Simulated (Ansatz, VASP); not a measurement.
Two plane-wave programs on Pd

```
Pd
1.0
    -1.57228    1.57228    1.57228
     1.57228   -1.57228    1.57228
     1.57228    1.57228   -1.57228
Pd
1
Direct
  0.00000 0.00000 0.00000
```

This isn't the form of Pd at room conditions, which is fcc.

Alike in both runs: task single point; functional PBEsol; k mesh 12 × 12 × 12; occupations fermi-dirac, width 0.05 eV; no spin polarisation.

|  | VASP | Ansatz |
| --- | --- | --- |
| version | VASP 6.6.1 | Ansatz 0.2.0 |
| potentials or method | VASP PAW PBE potentials, release 64 (Pd) | Ansatz PAW |
| plane-wave cutoff (eV) | 520 | 420 |
| valence electrons in the cell | 10 | 18 |

```csv
,VASP,Ansatz,Ansatz less VASP
gap on the k mesh at the Fermi level (eV),none,none,-
pressure (GPa),-10.3,-10.0,+0.28
```

A gap of «none» marks a metal or a gap that the smearing closes. The two sets of potentials don't hold the same shells in valence.

Caveats: the PAW data sets were made with another functional, which shifts forces and pressure a little (VASP); the PAW data sets come from PBE, with cores solved anew for the run's functional, which leaves a small shift of forces and pressure (Ansatz).
